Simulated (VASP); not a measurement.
A run of VASP 6.6.1 is set up as follows.

INCAR

```
SYSTEM = CaSe
PREC = Accurate
ENCUT = 520
EDIFF = 1E-6
ISMEAR = 0
SIGMA = 0.05
LREAL = .False.
LASPH = .True.
NELM = 100
ALGO = Normal
ISIF = 2
LWAVE = .False.
LCHARG = .True.
GGA = PS
LELF = .True.
LVHAR = .True.
NBANDS = 15
```

KPOINTS

```
Automatic mesh
0
Gamma
  8 8 8
  0 0 0
```

POSCAR

```
CaSe
1.0
    0.0000000000      3.3930062849      3.1215657821
    3.3930062849      0.0000000000      3.1215657821
    3.3930062849      3.3930062849      0.0000000000
Ca Se
1 1
Direct
    0.0000000000      0.0000000000      0.0000000000
    0.7500000000      0.7500000000      0.7500000000
```

Potentials or basis: VASP PAW PBE potentials, release 64 (Ca_sv, Se).

Command:

```console
$ cat potpaw_PBE.64/Ca_sv/POTCAR potpaw_PBE.64/Se/POTCAR > POTCAR
$ mpirun -np 1 vasp_std > vasp.out
```

Predict the pressure.

-1.5 GPa.

What does it give for the band gap on the k mesh?

2.89 eV, indirect (least direct gap 3.00 eV).

Stress tensor (GPa, compression positive):
```
-1.56  0.00  0.00
 0.00 -1.56  0.00
 0.00  0.00 -1.26
```

Caveat: the PAW data sets were made with another functional, which shifts forces and pressure a little. Expect the measured gap to be larger: semilocal functionals such as PBEsol lack the derivative discontinuity.
